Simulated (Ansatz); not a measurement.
CuO:

```xyz
2
Lattice="2.8363 0.0000 0.0000 -1.4182 2.4563 0.0000 0.0000 0.0000 2.7681" Properties=species:S:1:pos:R:3 pbc="T T T"
Cu    0.0000    0.0000    0.0000
O     1.4182    0.8188    1.3841
```

Measurements of this composition are mostly on another form, of space group No. 15.

```yaml
Program: Ansatz 0.2.0
Task: relaxation of cell and atoms
Functional: PBE
Potentials_or_basis: Ansatz PAW
Cutoff: "420 eV (not typed: the program's choice for these potentials)"
k_mesh: 11 × 11 × 10
Occupations: fermi-dirac, width 0.05 eV
Spin: no spin polarisation
```

At the start: volume 9.64 Å³/atom.

How do energy, volume and symmetry change on relaxing?

It ends after 7 steps and the volume is 9.69 Å³/atom (+0.5 %); space group P-6m2 (No. 187, to 0.05 Å).

Step by step:
```tsv
step	energy change (eV)	largest force (eV/Å)	volume (Å³)
1	0.0000	0.0000	19.29
2	-0.0169	0.0000	19.39
3	-0.0180	0.0000	19.38
4	-0.0180	0.0000	19.37
5	-0.0189	0.0000	19.37
6	-0.0189	0.0000	19.38
7	-0.0190	0.0000	19.38
```

Final structure:
```
Cu O
1.0
     2.88508    0.00000    0.00000
    -1.44254    2.49855    0.00000
     0.00000    0.00000    2.68839
Cu O
1 1
Cartesian
  0.0000 0.0000 0.0000
  1.4425 0.8328 1.3442
```

Caveat: the plane-wave basis is chosen anew once the cell has moved, so the energies of steps on either side of that aren't comparable; the pressure holds a Pulay correction of +0.7 GPa for the finite cutoff; an odd number of electrons without spin polarisation forces a metal; a magnetic or distorted state may lie lower; the run has no spin polarisation, though such a crystal can be magnetic.
